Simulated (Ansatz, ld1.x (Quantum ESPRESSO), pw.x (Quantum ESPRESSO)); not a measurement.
## Equation-of-state test of one PAW potential (Nb (Z = 41))

niobium (Nb), PAW, made with ld1.x (Quantum ESPRESSO) 7.5 (PBE, scalar-relativistic). Core [Ar] 3d10, reference 4s2 4p6 4d3 5s0 5p0 (charge +2). Waves: 4s (bound): rcut 1.50, rcutus 1.65 bohr; 5s (bound, empty): rcut 1.50, rcutus 1.65 bohr; 4p (bound): rcut 2.25, rcutus 2.50 bohr; 5p (bound, empty): rcut 2.25, rcutus 2.50 bohr; 4d (bound): rcut 1.35, rcutus 1.70 bohr; 4d channel at -0.65 Ry: rcut 1.35, rcutus 1.70 bohr. Local part: all-electron potential smoothed inside 2.45 bohr (lloc = -1). Core correction: Bessel-smoothed model core inside 1.30 bohr. Augmentation charge: PSQ, inside the norm-conserving radii.

Atomic tests: cutoffs needed: 35 Ry and 50 Ry (the cutoffs (Ry, on a coarse ladder) from which the occupation-weighted sum of valence levels, in a spherical-Bessel basis at the reference potential, stays within 10 and 1 mRy of its value at 400 Ry); ghost test: no extra level below or beside the all-electron valence levels (s, p, d, f tested) (spherical-Bessel basis up to 400 Ry, 20 bohr box); largest excitation error: -35 meV (all-electron minus pseudo) for 4s1 4p6 4d4 5s1 5p0, out of 7 test configurations.

Crystal test: fcc Nb in pw.x 7.5, no spin, 13³ k-points, Fermi–Dirac smearing 0.01 Ry, cutoffs 60/480 Ry. The reference is all-electron LAPW (Ansatz 0.2.0) with the same functional, mesh and smearing; V0 and B0 come from Birch–Murnaghan fits to the pressures at five volumes. Errors are pseudo minus all-electron; Δ is the rms difference of the E(V) curves that follow from these fits, minima aligned, over ±6 % about the mean V0. Mesh and smearing are coarse, so the numbers serve the comparison and aren't converged zero-temperature values; the lattice is a test structure that the element need not adopt.

All-electron: a0 = 4.221 Å (V0 = 18.81 Å³/atom), B0 = 163.2 GPa.

Task: How far does the potential miss the all-electron equation of state?

Result: mean pressure error (GPa): +1.83; a0 (Å): 4.236; a0 error (%): +0.36; B0 error (%): +0.4; Δ (meV/atom): 7.3.

```json
{"V (Å³/atom)": "17.835", "P all-electron (GPa)": "9.53", "P pseudo (GPa)": "11.75"}
{"V (Å³/atom)": "18.305", "P all-electron (GPa)": "4.63", "P pseudo (GPa)": "6.63"}
{"V (Å³/atom)": "18.774", "P all-electron (GPa)": "0.27", "P pseudo (GPa)": "2.09"}
{"V (Å³/atom)": "19.243", "P all-electron (GPa)": "-3.60", "P pseudo (GPa)": "-1.97"}
{"V (Å³/atom)": "19.713", "P all-electron (GPa)": "-7.05", "P pseudo (GPa)": "-5.56"}
```

Task: At the middle volume, how do free energy and pressure move when the wave cutoff is lowered (ecutrho held at 480 Ry)?

Result:

```csv
cutoff (Ry),shift of F (meV/atom),shift of P (GPa)
27,+249.4,-10.96
36,+19.0,-0.68
48,+7.9,-0.02
```

Input at the middle volume:

```
&control
  calculation='scf', prefix='x', pseudo_dir='./', outdir='./tmp', tstress=.true., disk_io='none'
/
&system
  ibrav=0, nat=1, ntyp=1, ecutwfc=60, ecutrho=480, nbnd=14,
  occupations='smearing', smearing='fd', degauss=0.01
/
&electrons
  conv_thr=1e-09, mixing_beta=0.4, electron_maxstep=70
/
ATOMIC_SPECIES
Nb 1.0 Nb.UPF
CELL_PARAMETERS angstrom
  0.00000000 2.10948094 2.10948094
  2.10948094 0.00000000 2.10948094
  2.10948094 2.10948094 0.00000000
ATOMIC_POSITIONS crystal
Nb 0.0000 0.0000 0.0000
K_POINTS automatic
13 13 13 0 0 0
```

```bash
pw.x < Nb.scf.in > Nb.scf.out
```

Lines of the output:

```
Message from routine setup:
     using ibrav=0 with symmetry is DISCOURAGED, use correct ibrav instead
     lattice parameter (alat)  =       5.6375  a.u.
     unit-cell volume          =     126.6932 (a.u.)^3
     number of electrons       =        13.00
     number of Kohn-Sham states=           14
     kinetic-energy cutoff     =      60.0000  Ry
     charge density cutoff     =     480.0000  Ry
     scf convergence threshold =      1.0E-09
     Exchange-correlation= SLA  PW   PBX  PBC
     number of k points=    84  Fermi-Dirac smearing, width (Ry)=  0.0100
     iteration #  1     ecut=    60.00 Ry     beta= 0.40
     total energy              =    -334.08307794 Ry
     estimated scf accuracy    <       3.18772853 Ry
     iteration #  2     ecut=    60.00 Ry     beta= 0.40
     total energy              =    -334.15680880 Ry
     estimated scf accuracy    <       0.33237386 Ry
     iteration #  3     ecut=    60.00 Ry     beta= 0.40
     total energy              =    -334.24333439 Ry
     estimated scf accuracy    <       0.00667692 Ry
     iteration #  4     ecut=    60.00 Ry     beta= 0.40
     total energy              =    -334.24502910 Ry
     estimated scf accuracy    <       0.00326985 Ry
     iteration #  5     ecut=    60.00 Ry     beta= 0.40
     total energy              =    -334.24550103 Ry
     estimated scf accuracy    <       0.00006062 Ry
     iteration #  6     ecut=    60.00 Ry     beta= 0.40
     total energy              =    -334.24551756 Ry
     estimated scf accuracy    <       0.00000323 Ry
     iteration #  7     ecut=    60.00 Ry     beta= 0.40
     total energy              =    -334.24551756 Ry
     estimated scf accuracy    <       0.00000028 Ry
     iteration #  8     ecut=    60.00 Ry     beta= 0.40
     total energy              =    -334.24551765 Ry
     estimated scf accuracy    <       0.00000006 Ry
     iteration #  9     ecut=    60.00 Ry     beta= 0.40
     the Fermi energy is    17.1946 ev
!    total energy              =    -334.24551766 Ry
     estimated scf accuracy    <          4.8E-10 Ry
     smearing contrib. (-TS)   =      -0.00689429 Ry
     The total energy is F=E-TS. E is the sum of the following terms:
     one-electron contribution =     -14.90019909 Ry
     hartree contribution      =      17.05306871 Ry
     xc contribution           =     -16.50935520 Ry
     ewald contribution        =     -97.18707501 Ry
     one-center paw contrib.   =    -222.69506279 Ry
     convergence has been achieved in   9 iterations
          total   stress  (Ry/bohr**3)                   (kbar)     P=       20.91
     Message from routine punch:
     Nothing written, as per user request (disk_io='none')
```

The run at the middle volume (84 k-points, 9 iterations) took about 18 s on one core of a shared host (AMD EPYC 9R14, 96 threads, 370 GiB, load 41).
